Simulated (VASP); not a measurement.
# SnTe in VASP: notebook

The runs below take SnTe through single point, with PBE.

Everything below comes from runs of VASP 6.6.1. Logs are shortened: lines on timing, memory, paths and dates and some standing lists are left out, and cuts for length are marked.

**1. The cell of the first run**

The cell holds a slab with vacuum, 4 atoms: a = 4.535 Å, b = 4.535 Å, c = 18.206 Å, α = 90.00°, β = 90.00°, γ = 90.00°.

**2. Single point, PBE ((1 0 0) slab, atoms relaxed)**

INCAR reads:

```
SYSTEM = SnTe
PREC = Accurate
ENCUT = 520
EDIFF = 1E-7
ISMEAR = 0
SIGMA = 0.05
LREAL = .FALSE.
LASPH = .TRUE.
NELM = 60
ALGO = Fast
ISIF = 2
LWAVE = .FALSE.
LCHARG = .FALSE.
LDIPOL = .TRUE.
IDIPOL = 3
DIPOL = 0.5 0.5 0.500
GGA = PE
NBANDS = 28
```

KPOINTS reads:

```
Automatic mesh
0
G
  8 8 1
  0 0 0
```

POSCAR reads:

```
SnTe
1.0
    4.5346574383      0.0000000000      0.0000000000
    0.0000000000      4.5346574383      0.0000000000
    0.0000000000      0.0000000000     18.2064870250
Sn Te
2 2
Direct
    0.5000000000      0.5000000000      0.4268694089
    0.0000000000      0.0000000000      0.5731458460
    0.0000000000      0.0000000000      0.4121387582
    0.5000000000      0.5000000000      0.5878459869
```

Potentials or basis: VASP PAW PBE potentials, release 64 (Sn_d, Te).

Launch:

```console
$ cat potpaw_PBE.64/Sn_d/POTCAR potpaw_PBE.64/Te/POTCAR > POTCAR
$ mpirun -np 1 vasp_std > vasp.out
```

OUTCAR:

```text
SYSTEM = SnTe
   PREC = Accurate
   ENCUT = 520
   EDIFF = 1E-7
   ISMEAR = 0
   LREAL = .FALSE.
   LASPH = .TRUE.
   NELM = 60
   ISIF = 2
   GGA = PE

 ion  position               nearest neighbor table
   1  0.500  0.500  0.427-   4 2.93   3 3.22   3 3.22   3 3.22   3 3.22
   2  0.000  0.000  0.573-   3 2.93   4 3.22   4 3.22   4 3.22   4 3.22
   3  0.000  0.000  0.412-   2 2.93   1 3.22   1 3.22   1 3.22   1 3.22
   4  0.500  0.500  0.588-   1 2.93   2 3.22   2 3.22   2 3.22   2 3.22

  LATTYP: Found a simple tetragonal cell.
 ALAT       =     4.5346574383
 C/A-ratio  =     4.0149641451

  Lattice vectors:

 A1 = (   4.5346574383,   0.0000000000,   0.0000000000)
 A2 = (   0.0000000000,   4.5346574383,   0.0000000000)
 A3 = (   0.0000000000,   0.0000000000,  18.2064870250)

Analysis of symmetry for initial positions (statically):
=====================================================================
 Subroutine PRICEL returns:
 Original cell was already a primitive cell.

 Routine SETGRP: Setting up the symmetry group for a
 simple tetragonal supercell.

 Subroutine GETGRP returns: Found  8 space group operations
 (whereof  8 operations were pure point group operations)
 out of a pool of 16 trial point group operations.

The static configuration has the point symmetry C_4v.

Analysis of symmetry for dynamics (positions and initial velocities):
=====================================================================
 Subroutine PRICEL returns:
 Original cell was already a primitive cell.

 Routine SETGRP: Setting up the symmetry group for a
 simple tetragonal supercell.

 Subroutine GETGRP returns: Found  8 space group operations
 (whereof  8 operations were pure point group operations)
 out of a pool of 16 trial point group operations.

The dynamic configuration has the point symmetry C_4v.

 Subroutine INISYM returns: Found  8 space group operations
 (whereof  8 operations are pure point group operations),
 and found     1 'primitive' translations

----------------------------------------------------------------------------------------

                                     Primitive cell

  volume of cell :     374.3821

  direct lattice vectors                    reciprocal lattice vectors
     4.534657438  0.000000000  0.000000000     0.220523824  0.000000000  0.000000000
     0.000000000  4.534657438  0.000000000     0.000000000  0.220523824  0.000000000
     0.000000000  0.000000000 18.206487025     0.000000000  0.000000000  0.054925478

  length of vectors
     4.534657438  4.534657438 18.206487025     0.220523824  0.220523824  0.054925478

  position of ions in fractional coordinates (direct lattice)
     0.500000000  0.500000000  0.426869409
     0.000000000  0.000000000  0.573145846
     0.000000000  0.000000000  0.412138758
     0.500000000  0.500000000  0.587845987

  ion indices of the primitive-cell ions
   primitive index   ion index
                 1           1
                 2           2
                 3           3
                 4           4

----------------------------------------------------------------------------------------

 KPOINTS: Automatic mesh

Automatic generation of k-mesh.
 Grid dimensions read from file:
 generate k-points for:    8    8    1

 Generating k-lattice:

  Cartesian coordinates                     Fractional coordinates (reciprocal lattice)
     0.027565478  0.000000000  0.000000000     0.125000000  0.000000000  0.000000000
     0.000000000  0.027565478  0.000000000     0.000000000  0.125000000  0.000000000
     0.000000000  0.000000000  0.054925478     0.000000000  0.000000000  1.000000000

  Length of vectors
     0.027565478  0.027565478  0.054925478

  Shift w.r.t. Gamma in fractional coordinates (k-lattice)
     0.000000000  0.000000000  0.000000000

 Subroutine IBZKPT returns following result:
 ===========================================

 Found     15 irreducible k-points:

 Following reciprocal coordinates:
            Coordinates               Weight
  0.000000  0.000000  0.000000      1.000000
  0.125000  0.000000  0.000000      4.000000
  0.250000  0.000000  0.000000      4.000000
  0.375000  0.000000  0.000000      4.000000
  0.500000  0.000000  0.000000      2.000000
  0.125000  0.125000  0.000000      4.000000
  0.250000  0.125000  0.000000      8.000000
  0.375000  0.125000  0.000000      8.000000
  0.500000  0.125000  0.000000      4.000000
  0.250000  0.250000  0.000000      4.000000
  0.375000  0.250000  0.000000      8.000000
  0.500000  0.250000  0.000000      4.000000
  0.375000  0.375000  0.000000      4.000000
  0.500000  0.375000  0.000000      4.000000
  0.500000  0.500000  0.000000      1.000000
   k-points           NKPTS =     15   k-points in BZ     NKDIM =     15   number of bands    NBANDS=     28
   number of dos      NEDOS =    301   number of ions     NIONS =      4
   total plane-waves  NPLWV = 181440
   dimension x,y,z NGX =    36 NGY =   36 NGZ =  140
   dimension x,y,z NGXF=    72 NGYF=   72 NGZF=  280
   ions per type =               2   2
   NGX,Y,Z   is equivalent  to a cutoff of  13.20, 13.20, 12.78 a.u.
   NGXF,Y,Z  is equivalent  to a cutoff of  26.40, 26.40, 25.57 a.u.
 SYSTEM =  SnTe
   PREC   = accura    normal or accurate (medium, high low for compatibility)
   ISTART =      0    job   : 0-new  1-cont  2-samecut
   ICHARG =      2    charge: 1-file 2-atom 10-const
   ISPIN  =      1    spin polarized calculation?
   LNONCOLLINEAR =      F non collinear calculations
   LSORBIT =      F    spin-orbit coupling
   LASPH  =      T    aspherical Exc in radial PAW
   ENCUT  =  520.0 eV  38.22 Ry    6.18 a.u.   8.43  8.43 33.85*2*pi/ulx,y,z
   NELM   =     60;   NELMIN=  2; NELMDL= -5     # of ELM steps
   EDIFF  = 0.1E-06   stopping-criterion for ELM
   LREAL  =      F    real-space projection
   EDIFFG = 0.1E-05   stopping-criterion for IOM
   NSW    =      0    number of steps for IOM
   IBRION =     -1    ionic relax: 0-MD 1-quasi-New 2-CG
   NFREE  =      0    steps in history (QN), initial steepest desc. (CG)
   ISIF   =      2    stress and relaxation
   ISYM   =      2    0-nonsym 1-usesym 2-fastsym
   POTIM  = 0.5000    time-step for ionic-motion
   TEBEG  =    0.0;   TEEND  =   0.0 temperature during run
   PSTRESS=    0.0 pullay stress
   NELECT =      40.0000    total number of electrons
   NUPDOWN=      -1.0000    fix difference up-down
   EMIN   =  10.00;   EMAX   =-10.00  energy-range for DOS
   EFERMI =   0.00;   METHOD = LEGACY
   ISMEAR =     0;   SIGMA  =   0.05  broadening in eV -4-tet -1-fermi 0-gaus
   EFERMI_NEDOS =   21; number of points for ismear=-14 and -15
   IALGO  =     68    algorithm
   IMIX   =      4    mixing-type and parameters
     AMIX     =   0.40;   BMIX     =  1.00
     AMIX_MAG =   1.60;   BMIX_MAG =  1.00
  volume/ion in A,a.u.               =      93.60       631.61
  Fermi-wavevector in a.u.,A,eV,Ry     =   0.776825  1.467986  8.210529  0.603457
  Thomas-Fermi vector in A             =   1.879384
   LORBIT       =      0    0 simple, 1 ext, 2 COOP (PROOUT), +10 PAW based schemes
   GGA     = PE    functional components
   LHFCALC =     F    Hartree Fock is set to
   AEXX    =    0.0000 exact exchange contribution
   IVDW    =     0    specifies the selected vdW correction
   LEPSILON=     F    determine dielectric tensor
   LRPA    =     F    only Hartree local field effects (RPA)
 non-spin polarized calculation
 RMM-DIIS sequential band-by-band and
 Gauss-broadening in eV      SIGMA  =   0.05
  energy-cutoff  :      520.00
  volume of cell :      374.38
 maximum number of plane-waves:     10104
 NGX is ok and might be reduce to    36
   NGX = 17   NGY = 17   NGZ = 67

 dipolmoment           0.000000      0.000000      0.000006 electrons x Angstroem

 number of electron      40.0000024 magnetization

 dipolmoment           0.000000      0.000000     -0.000085 electrons x Angstroem

 Free energy of the ion-electron system (eV)
  ---------------------------------------------------
  ext. energy  EPLUGINS =         0.00000000
  ---------------------------------------------------
  free energy    TOTEN  =       -14.86008948 eV

  energy without entropy =      -14.86008948  energy(sigma->0) =      -14.86008948

 E-fermi :  -0.2481     XC(G=0):  -3.8458

 val. band max:       -0.5436844496   @ k =   0.3750   0.0000   0.0000
 cond. band min:       0.3128442798   @ k =   0.3750   0.0000   0.0000
 fundamental gap:      0.8565287294
 Fermi energy:        -0.2481048348

 k-point     1 :       0.0000    0.0000    0.0000
  band No.  band energies     occupation
      1     -22.1319      2.00000
      2     -22.1209      2.00000
      3     -22.1205      2.00000
      4     -22.1152      2.00000
      5     -22.1145      2.00000
      6     -22.1132      2.00000
[... 20 lines left out ...]
     27       3.7584      0.00000
     28       3.7592      0.00000

 k-point     2 :       0.1250    0.0000    0.0000
  band No.  band energies     occupation
      1     -22.1308      2.00000
      2     -22.1215      2.00000
      3     -22.1196      2.00000
      4     -22.1152      2.00000
      5     -22.1150      2.00000
      6     -22.1143      2.00000
[... 20 lines left out ...]
     27       3.4377      0.00000
     28       3.5480      0.00000

 k-point     3 :       0.2500    0.0000    0.0000
  band No.  band energies     occupation
      1     -22.1280      2.00000
      2     -22.1228      2.00000
      3     -22.1183      2.00000
      4     -22.1173      2.00000
      5     -22.1164      2.00000
      6     -22.1129      2.00000
[... 337 lines left out ...]
      3     -22.1142      2.00000
      4     -22.1139      2.00000
      5     -22.1114      2.00000
      6     -22.1114      2.00000
[... 20 lines left out ...]
     27       5.2479      0.00000
     28       5.2487      0.00000

 k-point    15 :       0.5000    0.5000    0.0000
  band No.  band energies     occupation
      1     -22.1321      2.00000
      2     -22.1317      2.00000
      3     -22.1130      2.00000
      4     -22.1127      2.00000
      5     -22.1125      2.00000
      6     -22.1125      2.00000
[... 20 lines left out ...]
     27       5.4239      0.00000
     28       5.4448      0.00000

------------------------ aborting loop because EDIFF is reached ----------------------------------------

 vacuum level on the upper side and lower side of the slab       (xc-potential included)        -0.065        -0.064

  FORCE on cell =-STRESS in cart. coord.  units (eV):
  Direction    XX          YY          ZZ          XY          YZ          ZX
  --------------------------------------------------------------------------------------
  -------------------------------------------------------------------------------------
  Total        0.4905098      0.4905098     -0.0001995      0.0000000     -0.0000000      0.0000000
  in kB        2.0991483      2.0991483     -0.0008536      0.0000000     -0.0000000      0.0000000
  external PRESSURE =       1.3991476 kB  Pullay stress =       0.0000000 kB

 VOLUME and BASIS-vectors are now :
 -----------------------------------------------------------------------------
  energy-cutoff  :      520.00
  volume of cell :      374.38
      direct lattice vectors                 reciprocal lattice vectors
     4.534657438  0.000000000  0.000000000     0.220523824  0.000000000  0.000000000
     0.000000000  4.534657438  0.000000000     0.000000000  0.220523824  0.000000000
     0.000000000  0.000000000 18.206487025     0.000000000  0.000000000  0.054925478

 POSITION                                       TOTAL-FORCE (eV/Angst)
 -----------------------------------------------------------------------------------
      2.26733      2.26733      7.77179         0.000000      0.000000     -0.004815
      0.00000      0.00000     10.43497        -0.000000     -0.000000      0.001898
      0.00000      0.00000      7.50360         0.000000     -0.000000     -0.003574
      2.26733      2.26733     10.70261         0.000000     -0.000000      0.006491
 -----------------------------------------------------------------------------------
    total drift:                                0.000000      0.000000     -0.000006

  FREE ENERGIE OF THE ION-ELECTRON SYSTEM (eV)
  ---------------------------------------------------
  free  energy   TOTEN  =       -14.8600894826 eV

  energy  without entropy=      -14.8600894826  energy(sigma->0) =      -14.86008948

 vacuum level on the upper side and lower side of the slab         3.522         3.523
```

Wall time 2.9 min (1 thread of Intel Xeon 6975P-C (Granite Rapids), shared host); peak memory 0.51 GiB.

Results:

```
Free energy            : -14.8601 eV
Largest force          : 0.006 eV/Å
Band gap on the k mesh : 0.86 eV, direct
```

Forces on the atoms (eV/Å):
```
Sn   0.000  0.000 -0.005
Sn   0.000  0.000  0.002
Te   0.000  0.000 -0.004
Te   0.000  0.000  0.006
```

Caveat: spin-orbit coupling is left out, which moves the levels of the heavy elements.

(Part 1 of 2 ends here.)
